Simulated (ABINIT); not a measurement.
# BaTiO3 (P4mm) in ABINIT: further runs, part 2 of 2

ABINIT 10.8.3 (patched build). The steps go on from the part before.

**4. Relaxation of cell and atoms, PBEsol**

run.abi

```
# Pseudopotentials
pp_dirpath "./"
pseudos "Ba.upf, Ti.upf, O.upf"

# Structure
acell 7.5585265533 7.5585265533 7.5929195687
rprim
     1.0000000000     0.0000000000     0.0000000000
     0.0000000000     1.0000000000     0.0000000000
     0.0000000000     0.0000000000     1.0000000000
ntypat 3
znucl 56 22 8
natom 5
typat 1 2 3 3 3
chkprim 0
chksymtnons 0
tolsym 1.0e-6
xred
            0.0            0.0            0.0
            1/2            1/2   0.4900000000
            0.0            1/2   0.5170000000
            1/2            0.0   0.5170000000
            1/2            1/2   0.0190000000

# Plane-wave basis
ecut 38.0
ecutsm 0.5

# k points
kptopt 1
ngkpt 5 5 5
nshiftk 1
shiftk 0.0 0.0 0.0

# Exchange and correlation
ixc -116133

# Bands and occupations
nband 24
occopt 3
tsmear 0.05 eV

# SCF cycle
nstep 80
tolvrs 1.0e-12

# Output
iomode 3
prteig 0
prtebands 0
prtwf 0
prtden 0

# Relaxation
ionmov 22
optcell 2
ntime 50
tolmxf 2.0e-5
dilatmx 1.08
```

Potentials or basis: PseudoDojo NC SR PBEsol v0.4.1 standard.

Run with:

```console
$ abinit run.abi > log 2>&1
```

run.abo:

```text
.Version 10.8.3 of ABINIT
 Symmetries : space group P4 m m (# 99); Bravais tP (primitive tetrag.)
================================================================================
 Values of the parameters that define the memory need of the present run
     intxc =       0    ionmov =      22      iscf =       7    lmnmax =       6
     lnmax =       6     mgfft =      48  mpssoang =       3    mqgrid =    3001
     natom =       5  nloc_mem =       1    nspden =       1   nspinor =       1
    nsppol =       1      nsym =       8    n1xccc =    2501    ntypat =       3
    occopt =       3   xclevel =       2
       mpw =        6126          nfft =      110592          nkpt =          18
================================================================================
================================================================================

--------------------------------------------------------------------------------
------------- Echo of variables that govern the present computation ------------
--------------------------------------------------------------------------------
 -outvars: echo values of preprocessed input variables --------
            acell      7.5585265533E+00  7.5585265533E+00  7.5929195687E+00 Bohr
              amu      1.37327000E+02  4.78800000E+01  1.59994000E+01
          chkprim           0
      chksymtnons           0
          dilatmx      1.08000000E+00
             ecut      3.80000000E+01 Hartree
           ecutsm      5.00000000E-01 Hartree
           ionmov          22
              ixc     -116133
         kptrlatt        5    0    0      0    5    0      0    0    5
          kptrlen      3.77926328E+01
            natom           5
            nband          24
            ngfft          48      48      48
             nkpt          18
            nstep          80
             nsym           8
            ntime          50
           ntypat           3
           occopt           3
          optcell           2
           prtden           0
        prtebands           0
           prteig           0
            prtwf           0
          spgroup          99
           tolmxf      2.00000000E-05
           tolsym      1.00000000E-06
           tolvrs      1.00000000E-12
           tsmear      1.83746611E-03 Hartree
            typat      1  2  3  3  3
           xangst      0.0000000000E+00  0.0000000000E+00  0.0000000000E+00
                       1.9998999986E+00  1.9998999986E+00  1.9688199987E+00
                       0.0000000000E+00  1.9998999986E+00  2.0773059986E+00
                       1.9998999986E+00  0.0000000000E+00  2.0773059986E+00
                       1.9998999986E+00  1.9998999986E+00  7.6341999948E-02
            xcart      0.0000000000E+00  0.0000000000E+00  0.0000000000E+00
                       3.7792632767E+00  3.7792632767E+00  3.7205305887E+00
                       0.0000000000E+00  3.7792632767E+00  3.9255394170E+00
                       3.7792632767E+00  0.0000000000E+00  3.9255394170E+00
                       3.7792632767E+00  3.7792632767E+00  1.4426547181E-01
             xred      0.0000000000E+00  0.0000000000E+00  0.0000000000E+00
                       5.0000000000E-01  5.0000000000E-01  4.9000000000E-01
                       0.0000000000E+00  5.0000000000E-01  5.1700000000E-01
                       5.0000000000E-01  0.0000000000E+00  5.1700000000E-01
                       5.0000000000E-01  5.0000000000E-01  1.9000000000E-02
            znucl       56.00000   22.00000    8.00000

================================================================================

 chkinp: Checking input parameters for consistency.

================================================================================
== DATASET  1 ==================================================================

--- !DatasetInfo
[... 1418 lines left out ...]
       0.500000000000      0.500000000000      0.029158251265
 rms dE/dt=  1.7496E-05; max dE/dt=  1.7077E-05; dE/dt below (all hartree)
    1       0.000000000000      0.000000000000      0.000017077182
    2       0.000000000000      0.000000000000     -0.000057215456
    3       0.000000000000      0.000000000000     -0.000022644027
    4       0.000000000000      0.000000000000     -0.000022644027
    5       0.000000000000      0.000000000000      0.000000834360

 cartesian coordinates (angstrom) at end:
    1      0.00000000000000     0.00000000000000    -0.00895894274654
    2      1.97828983909242     1.97828983909242     1.95349828175293
    3      0.00000000000000     1.97828983909242     2.09760088443091
    4      1.97828983909242     0.00000000000000     2.09760088443091
    5      1.97828983909242     1.97828983909242     0.11825814295069

 cartesian forces (hartree/bohr) at end:
    1     -0.00000000000000    -0.00000000000000    -0.00000443561614
    2     -0.00000000000000    -0.00000000000000     0.00000525781065
    3     -0.00000000000000    -0.00000000000000     0.00000074705933
    4     -0.00000000000000    -0.00000000000000     0.00000074705933
    5     -0.00000000000000    -0.00000000000000    -0.00000231631316
 frms,max,avg= 1.8938632E-06 5.2578106E-06   0.000E+00  0.000E+00  2.207E-06 h/b

 cartesian forces (eV/Angstrom) at end:
    1     -0.00000000000000    -0.00000000000000    -0.00022808855263
    2     -0.00000000000000    -0.00000000000000     0.00027036749411
    3     -0.00000000000000    -0.00000000000000     0.00003841533515
    4     -0.00000000000000    -0.00000000000000     0.00003841533515
    5     -0.00000000000000    -0.00000000000000    -0.00011910961179
 frms,max,avg= 9.7386360E-05 2.7036749E-04   0.000E+00  0.000E+00  1.135E-04 e/A
 length scales=  7.476851987102  7.476851987102  7.664228567844 bohr
              =  3.956579678185  3.956579678185  4.055735094503 angstroms
 Fermi (or HOMO) energy (hartree) =   0.27910   Average Vxc (hartree)=  -0.43233
 Eigenvalues (hartree) for nkpt=  18  k points:
 kpt#   1, nband= 24, wtk=  0.00800, kpt=  0.0000  0.0000  0.0000 (reduced coord)
  -1.81811   -0.95214   -0.94931   -0.94931   -0.66598   -0.37356   -0.34994   -0.34695
  -0.12206   -0.12029   -0.12029    0.15700    0.15911    0.15911    0.19204    0.19204
   0.19938    0.22731    0.23133    0.23133    0.31417    0.32911    0.32911    0.40428
      occupation numbers for kpt#   1
   2.00000    2.00000    2.00000    2.00000    2.00000    2.00000    2.00000    2.00000
   2.00000    2.00000    2.00000    2.00000    2.00000    2.00000    2.00000    2.00000
   2.00000    2.00000    2.00000    2.00000    0.00000    0.00000    0.00000    0.00000
 prteigrs : prtvol=0 or 1, do not print more k-points.

--- !EnergyTerms
iteration_state     : {dtset: 1, itime: 11, icycle: 1, }
comment             : Components of total free energy in Hartree
kinetic             :  6.25957077889480E+01
hartree             :  2.97104663985314E+01
xc                  : -2.77567373114868E+01
Ewald energy        : -1.03743019434216E+02
psp_core            :  5.58570459950414E+00
local_psp           : -1.00125213497979E+02
non_local_psp       : -3.46105120268523E+00
internal            : -1.37194142659384E+02
'-kT*entropy'       : -1.21912114722518E-11
total_energy        : -1.37194142659396E+02
total_energy_eV     : -3.73324280659105E+03
band_energy         : -1.05512010285367E+01
...

 rms coord change=  3.4414E-03   atom, delta coord (reduced):
     1        0.000000000000      0.000000000000     -0.002208956586
     2        0.000000000000      0.000000000000     -0.008336815341
     3        0.000000000000      0.000000000000      0.000193760331
     4        0.000000000000      0.000000000000      0.000193760331
     5        0.000000000000      0.000000000000      0.010158251265

 Cartesian components of stress tensor (hartree/bohr^3)
  sigma(1 1)= -7.03209623E-08  sigma(3 2)=  0.00000000E+00
  sigma(2 2)= -7.03209623E-08  sigma(3 1)=  0.00000000E+00
  sigma(3 3)=  4.54572213E-08  sigma(2 1)=  0.00000000E+00

-Cartesian components of stress tensor (GPa)         [Pressure=  9.3348E-04 GPa]
- sigma(1 1)= -2.06891414E-03  sigma(3 2)=  0.00000000E+00
- sigma(2 2)= -2.06891414E-03  sigma(3 1)=  0.00000000E+00
- sigma(3 3)=  1.33739762E-03  sigma(2 1)=  0.00000000E+00

== END DATASET(S) ==============================================================
================================================================================

 -outvars: echo values of variables after computation  --------
            acell      7.4768519871E+00  7.4768519871E+00  7.6642285678E+00 Bohr
           etotal     -1.3719414266E+02
            fcart     -0.0000000000E+00 -0.0000000000E+00 -4.4356161405E-06
                      -0.0000000000E+00 -0.0000000000E+00  5.2578106481E-06
                      -0.0000000000E+00 -0.0000000000E+00  7.4705932712E-07
                      -0.0000000000E+00 -0.0000000000E+00  7.4705932712E-07
                      -0.0000000000E+00 -0.0000000000E+00 -2.3163131619E-06
           strten     -7.0320962331E-08 -7.0320962331E-08  4.5457221313E-08
                       0.0000000000E+00  0.0000000000E+00  0.0000000000E+00
           xangst      0.0000000000E+00  0.0000000000E+00 -8.9589427465E-03
                       1.9782898391E+00  1.9782898391E+00  1.9534982818E+00
                       0.0000000000E+00  1.9782898391E+00  2.0976008844E+00
                       1.9782898391E+00  0.0000000000E+00  2.0976008844E+00
                       1.9782898391E+00  1.9782898391E+00  1.1825814295E-01
             xred      0.0000000000E+00  0.0000000000E+00 -2.2089565856E-03
                       5.0000000000E-01  5.0000000000E-01  4.8166318466E-01
                       0.0000000000E+00  5.0000000000E-01  5.1719376033E-01
                       5.0000000000E-01  0.0000000000E+00  5.1719376033E-01
                       5.0000000000E-01  5.0000000000E-01  2.9158251265E-02
 Calculation completed.
```

Wall time 22 min (1 thread of Arm Neoverse V1, shared host); peak memory 0.13 GiB.

Results:

```yaml
Free_energy: -3733.2428 eV
Relaxed_volume: 12.70 Å³/atom
Relaxed_cell: a = 3.957 Å, b = 3.957 Å, c = 4.056 Å, α = 90.00°, β = 90.00°, γ = 90.00°
Space_group_after_relaxing_to_0.05_Å: P4mm (No. 99)
Energy_gained_by_relaxing: 4.7 meV/atom
Ionic_steps: 11
Pressure_after_relaxing: 0.0 GPa
Band_gap_on_the_k_mesh: 2.02 eV, indirect (least direct gap 2.25 eV)
```

The path:
```tsv
step	energy change (eV)	largest force (eV/Å)	pressure (GPa)	volume (Å³)
1	0.0000	0.3707	-3.48	64.28
2	-0.0130	0.2706	-1.64	63.60
3	-0.0196	0.0424	0.31	63.05
4	-0.0206	0.0288	0.31	63.10
5	-0.0233	0.0124	0.41	63.31
6	-0.0221	0.1530	-0.36	63.77
7	-0.0235	0.0301	0.14	63.40
8	-0.0235	0.0236	0.11	63.42
9	-0.0236	0.0016	-0.01	63.49
10	-0.0236	0.0016	0.01	63.49
11	-0.0236	0.0003	0.00	63.49
```

Final structure:
```cif
data_structure
_symmetry_space_group_name_H-M 'P 1'
_symmetry_Int_Tables_number 1
_cell_length_a 3.9566
_cell_length_b 3.9566
_cell_length_c 4.0557
_cell_angle_alpha 90.000
_cell_angle_beta 90.000
_cell_angle_gamma 90.000
_cell_volume 63.49
loop_
_atom_site_label
_atom_site_type_symbol
_atom_site_fract_x
_atom_site_fract_y
_atom_site_fract_z
_atom_site_occupancy
Ba1 Ba 0.00000 0.00000 0.99779 1
Ti1 Ti 0.50000 0.50000 0.48166 1
O1 O 0.00000 0.50000 0.51719 1
O2 O 0.50000 0.00000 0.51719 1
O3 O 0.50000 0.50000 0.02916 1
```

Caveat: this release of the barium file is off; spin-orbit coupling is left out, which moves the levels of the heavy elements; an odd mesh through Γ misses points on the zone boundary, where band edges often lie.

**5. Summary**

| task | level | potentials or basis | cell | cell freedom (optcell) | optimiser (ionmov) | cutoff smearing ecutsm (Ha) | force stop (Ha/bohr) | gap on the mesh (eV) | pressure (GPa) | largest force (eV/Å) |
| --- | --- | --- | --- | --- | --- | --- | --- | --- | --- | --- |
| single point | PBEsol | PseudoDojo NC SR PBEsol v0.4.1 standard | as given | - | - | - | - | 1.94 | -3.9 | 0.37 |
| single point | LDA | PseudoDojo NC SR LDA v0.4.1 standard | as given | - | - | - | - | 1.90 | - | 0.43 |
| relaxation of cell and atoms | PBEsol | PseudoDojo NC SR PBEsol v0.4.1 standard | relaxed | 2 | 22 | 0.5 | 2e-05 | 2.02 | 0.0 | - |

Alike in all rows: no spin polarisation; k mesh 5 × 5 × 5; cutoff (eV) 1034; smearing fermi-dirac 0.05 eV.

Caveats: this release of the barium file is off; spin-orbit coupling is left out, which moves the levels of the heavy elements; an odd mesh through Γ misses points on the zone boundary, where band edges often lie.

Total energies depend on the potentials used, so only differences within one code and one set of settings carry meaning.
